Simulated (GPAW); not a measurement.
## TiB2 in GPAW: the effect of functional

Crystal: TiB2.

```
Ti B
1.0
     3.02920    0.00000    0.00000
    -1.51460    2.62336    0.00000
     0.00000    0.00000    3.22840
Ti B
1 2
Direct
  0.00000 0.00000 0.00000
  0.66667 0.33333 0.50000
  0.33333 0.66667 0.50000
```

Alike in all runs:

```yaml
Program: GPAW 26.7.0
Task: band structure
Cutoff: 800 eV
Basis: pw
k_mesh: 9 × 9 × 7
Occupations: fermi-dirac, width 0.05 eV
Spin: no spin polarisation
```

Question: One run gave: pressure -10.9 GPa. Which functional did it use?
A. revPBE
B. PW91
C. PBE
D. AM05
E. LDA

Answer: E.

```csv
functional,potentials or basis,pressure (GPa)
LDA,the program's PAW data sets (release 1.2.1) made for this functional,-10.9
PBE,GPAW PAW data sets (gpaw-data 1.2.1),0.6
AM05,PAW data sets generated in the run's folder for this functional,-5.5
revPBE,the program's PAW data sets (release 1.2.1) made for this functional,4.2
PW91,PAW data sets generated in the run's folder for this functional,0.5
PBEsol,PAW data sets generated in the run's folder for this functional,-4.6
BLYP,PAW data sets generated in the run's folder for this functional,6.7
RPBE,the program's PAW data sets (release 1.2.1) made for this functional,5.3
```
